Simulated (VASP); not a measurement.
Wanted: the native input for a VASP 6.6.1 run.

```yaml
Task: relaxation of the atoms
Functional: PBEsol
Potentials_or_basis: VASP PAW PBE potentials, release 64 (Pb_d, Se)
Cutoff: 600 eV
k_mesh: 8 × 8 × 8
Occupations: gaussian, width 0.03 eV
Spin: no spin polarisation
Further_INCAR_settings: ALGO = Fast; EDIFF = 1e-07; IBRION = 2; EDIFFG = -0.01; NSW = 40
```

The structure of PbSe (Clausthalite) lies in POSCAR:

```
PbSe                                    
1.0
    0.0000000000      3.0107415773      3.0107415773
    3.0107415773      0.0000000000      3.0107415773
    3.0107415773      3.0107415773      0.0000000000
  Pb              Se            
     1     1
Direct
     0.0000000000000000    0.0000000000000000    0.0000000000000000
     0.5000000000000000    0.5000000000000000    0.5000000000000000
```

The cell isn't the ideal one: a relaxed cell with its volume scaled by 0.96.

The input as run:

INCAR

```
ALGO = Fast
EDIFF = 1E-7
EDIFFG = -0.01
ENCUT = 600
GGA = PS
IBRION = 2
ISIF = 2
ISMEAR = 0
LASPH = True
LCHARG = False
LREAL = False
LWAVE = False
NELM = 80
NSW = 40
PREC = Accurate
SIGMA = 0.03
```

KPOINTS

```
k-points
0
Gamma
  8 8 8
```

Potentials or basis: VASP PAW PBE potentials, release 64 (Pb_d, Se).

Command:

```sh
$ cat potpaw_PBE.64/Pb_d/POTCAR potpaw_PBE.64/Se/POTCAR > POTCAR
$ mpirun -np 1 vasp_std > vasp.out
```

It gave:

- Pressure after relaxing: 2.4 GPa
- Band gap on the k mesh: 0.03 eV, direct

Caveat: the relaxation stopped at its first step, so nothing moved; the PAW data sets were made with another functional, which shifts forces and pressure a little; spin-orbit coupling is left out, which as a rule narrows the gap of such compounds by several tenths of an eV.

Run time: 21 s on 1 thread of AMD EPYC 9R45 96-Core Processor (Zen 5), on a shared host, peak memory 0.19 GiB.
